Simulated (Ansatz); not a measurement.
# CdSi: the cost of one run

Program: Ansatz 0.2.0. Level of theory: DFT PBE, scalar-relativistic, plane waves, PAW. These are calculated values, not measurements.

## 1. The starting structure

The structure is hexagonal, space group P6_3/mmc (No. 194). Conventional cell: a = 3.865 Å, b = 3.865 Å, c = 5.522 Å, α = 90.00°, β = 90.00°, γ = 120.00°. Cd (site symmetry -3m) has 6 Si at 2.62 Å and 2 Cd at 2.76 Å as nearest neighbours. Si (site symmetry -6m2) has 6 Cd at 2.62 Å as nearest neighbours.

As a file:

```cif
data_structure
_symmetry_space_group_name_H-M 'P6_3/mmc'
_symmetry_Int_Tables_number 194
_cell_length_a 3.8654
_cell_length_b 3.8654
_cell_length_c 5.5220
_cell_angle_alpha 90.000
_cell_angle_beta 90.000
_cell_angle_gamma 120.000
_cell_volume 71.45
loop_
_atom_site_label
_atom_site_type_symbol
_atom_site_symmetry_multiplicity
_atom_site_Wyckoff_symbol
_atom_site_fract_x
_atom_site_fract_y
_atom_site_fract_z
_atom_site_occupancy
Cd1 Cd 2 a 0.00000 0.00000 0.00000 1
Si1 Si 2 c 0.33333 0.66667 0.25000 1
```

This is candidate A: nickel arsenide type (P6_3/mmc, No. 194).

(A quick probe on a coarse mesh, which set the mesh and smearing, is not shown.)

## 3. Rough relaxation on the coarse mesh (candidate A)

input.yaml

```yaml
crystal:
  lattice:
    - [3.8654042786, 0.0, 0.0]
    - [-1.9327021393, 3.3475383011, 0.0]
    - [0.0, 0.0, 5.5220065754]
  atoms:
    - { symbol: Cd, position: [0.0, 0.0, 0.0] }
    - { symbol: Cd, position: [0.0, 0.0, 0.5] }
    - { symbol: Si, position: [0.3333333333, 0.6666666667, 0.25] }
    - { symbol: Si, position: [0.6666666667, 0.3333333333, 0.75] }
basis:
  ecutwfc: 420
kpoints:
  mp_grid: { grid: [6, 6, 4] }
hamiltonian:
  xc: pbe
scf:
  occupations: { method: gaussian, width: 0.1 }
  lower_state_search: "off"
output:
  forces: true
  stress: true
  eigenvalues: true
relax:
  adjacent_minimum: "off"
  f_tol: 0.04
  max_steps: 70
  cell: { stress_tol: 0.4 }
```

Q: Estimate wall time and peak memory on 1 thread of an Arm CPU, shared host.

About 12 s, with a peak of 0.36 GiB.
